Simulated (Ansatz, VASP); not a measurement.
**One calculation of HfN, two programs**

INCAR

```
SYSTEM = HfN
ALGO     = Normal         ! electronic algorithm
EDIFF    = 1E-6           ! SCF threshold, eV
ENCUT    = 520            ! plane-wave cutoff, eV
GGA      = PS             ! functional
ISIF     = 2              ! what is computed and relaxed
ISMEAR   = 0              ! smearing method
LASPH    = .TRUE.         ! aspherical terms in the spheres
LCHARG   = .FALSE.        ! write CHGCAR
LREAL    = .FALSE.        ! projectors in reciprocal space
LWAVE    = .FALSE.        ! write WAVECAR
NBANDS   = 14             ! bands
NELM     = 80             ! most SCF steps
PREC     = Accurate       ! precision mode
SIGMA    = 0.15           ! smearing width, eV
```

Contents of KPOINTS:

```
k-points
0
G
  16 16 16
  0 0 0
```

File POSCAR:

```
HfN
1.0
    0.0000000000      2.3566291200      2.5530148800
    2.3566291200      0.0000000000      2.5530148800
    2.3566291200      2.3566291200      0.0000000000
Hf N
1 1
Direct
    0.0000000000      0.0000000000      0.0000000000
    0.7500000000      0.7500000000      0.7500000000
```

Input for Ansatz:

```yaml
crystal:
  lattice:
    - [0.0, 2.35662912, 2.55301488]
    - [2.35662912, 0.0, 2.55301488]
    - [2.35662912, 2.35662912, 0.0]
  atoms:
    - { symbol: Hf, position: [0.0, 0.0, 0.0] }
    - { symbol: "N", position: [0.75, 0.75, 0.75] }
basis:
  ecutwfc: 420
kpoints:
  mp_grid: { grid: [16, 16, 16] }
hamiltonian:
  xc: pbesol
scf:
  occupations: { method: gaussian, width: 0.15 }
output:
  forces: true
  stress: true
  eigenvalues: true
```

Change from the starting cell: strain -0.040 along x and y, +0.040 along z, atoms carried along.

Alike in both runs: task single point; functional PBEsol; k mesh 16 × 16 × 16; occupations gaussian, width 0.15 eV; no spin polarisation.

|  | VASP | Ansatz |
| --- | --- | --- |
| version | VASP 6.6.1 | Ansatz 0.2.0 |
| potentials or method | VASP PAW PBE potentials, release 64 (Hf_pv, N) | scalar-relativistic, plane waves, PAW |
| plane-wave cutoff (eV) | 520 | 420 |
| valence electrons in the cell | 15 | 31 |

|  | VASP | Ansatz | Ansatz less VASP |
| --- | --- | --- | --- |
| gap on the k mesh at the Fermi level (eV) | none | none | - |
| pressure (GPa) | 2.3 | 3.1 | +0.82 |
| largest component of the traceless stress (GPa) | 8.94 | 8.95 | +0.004 |

A gap of «none» marks a metal or a gap that the smearing closes. The two sets of potentials don't hold the same shells in valence.

Caveats: the PAW data sets were made with another functional, which shifts forces and pressure a little (VASP). Spin-orbit coupling is left out, which matters for the levels of Hf.
